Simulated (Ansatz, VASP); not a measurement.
**One calculation of Mg, two programs**

```
Mg
1.0
     3.07550   -0.06677    0.84449
     0.76360   -3.19774   -3.00101
     0.64795    2.22173   -2.20175
Mg
2
Cartesian
  0.0001 0.0001 -0.0001
  2.2435 -0.5215 -2.1790
```

Alike in both runs: functional PBEsol; k mesh 12 × 12 × 12; occupations gaussian, width 0.15 eV; no spin polarisation.

Ansatz relaxed the structure, and its values are those at the end. VASP's run is a single point on that final structure, the one shown.

```csv
,VASP,Ansatz
version,VASP 6.6.1,Ansatz 0.2.0
potentials or method,"VASP PAW PBE potentials, release 64 (Mg)","scalar-relativistic, plane waves, PAW"
plane-wave cutoff (eV),520,420
valence electrons in the cell,4,20
```

```csv
,VASP,Ansatz,Ansatz less VASP
gap on the k mesh at the Fermi level (eV),none,none,-
pressure (GPa),0.0,0.0,+0.05
```

A gap of «none» marks a metal or a gap that the smearing closes. The two sets of potentials don't hold the same shells in valence.

Caveats: the PAW data sets were made with another functional, which shifts forces and pressure a little (VASP).
